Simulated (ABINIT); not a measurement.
The system is BeS.

```
S Be
1.0
     0.00000    2.42500    2.42500
     2.42500    0.00000    2.42500
     2.42500    2.42500    0.00000
S Be
1 1
Direct
  0.75000 0.75000 0.75000
  0.00000 0.00000 0.00000
```

Base run:

| Quantity | Value |
| --- | --- |
| Program | ABINIT 10.8.3 (patched build) |
| Functional | PBE |
| Potentials or basis | SG15 NC PBE v1.2 |
| Cutoff | 599 eV |
| k mesh | 6 × 6 × 6 |
| Occupations | fixed |
| Spin | no spin polarisation |

Its results: band gap on the k mesh 3.15 eV, indirect (least direct gap 5.72 eV); pressure 1.3 GPa.

The run is repeated on the same cell with these changes: functional from PBE to HSE06. What comes out?

Band gap on the k mesh 4.13 eV, indirect (least direct gap 6.96 eV); pressure 0.3 GPa.

HSE06 gives the wider gap, since exact exchange removes part of the self-interaction.

Caveats: Libxc's HSE differs a little from that of other programs (some runs); the potentials were made for another functional, which shifts forces and pressure (some runs).

A k mesh can miss the band edges.
